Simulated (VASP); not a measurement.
Input of a VASP 6.6.1 run:

Contents of INCAR:

```
SYSTEM = Sc
ALGO = Fast ; EDIFF = 1E-7
EDIFFG = -0.005 ; ENCUT = 600
GGA = RP ; IBRION = 2
ISIF = 3 ; ISMEAR = 0
LASPH = .TRUE. ; LCHARG = .FALSE.
LREAL = .FALSE. ; LWAVE = .FALSE.
NELM = 80 ; NSW = 90
PREC = Accurate ; SIGMA = 0.1
```

KPOINTS

```
k-points
0
G
  15 15 8
  0 0 0
```

POSCAR

```
Sc
1.0
    3.2912249500      0.0000000000      0.0000000000
   -1.6456124800      2.8502844200      0.0000000000
    0.0000000000      0.0000000000      5.3325723900
Sc
2
Direct
    0.3333333300      0.6666666700      0.2500000000
    0.6666666700      0.3333333300      0.7500000000
```

Potentials or basis: VASP PAW PBE potentials, release 64 (Sc_sv).

Launch:

```console
$ cat potpaw_PBE.64/Sc_sv/POTCAR > POTCAR
$ mpirun -np 1 vasp_std > vasp.out
```

Problem. What does it give for the band gap on the k mesh?

Solution. None (metal or under the smearing width).

Problem. Estimate the space group after relaxing (to 0.05 Å).

Solution. P6_3/mmc (No. 194).

Step by step:
| step | energy change (eV) | largest force (eV/Å) | pressure (GPa) | volume (Å³) |
| --- | --- | --- | --- | --- |
| 1 | 0.0000 | 0.0000 | 1.42 | 50.02 |
| 2 | -0.0140 | 0.0000 | -0.32 | 51.64 |
| 3 | -0.0141 | 0.0000 | -0.44 | 51.76 |
| 4 | -0.0161 | 0.0000 | -0.14 | 51.42 |
| 5 | -0.0164 | 0.0000 | 0.00 | 51.28 |

Caveat: the PAW data sets were made with another functional, which shifts forces and pressure a little.
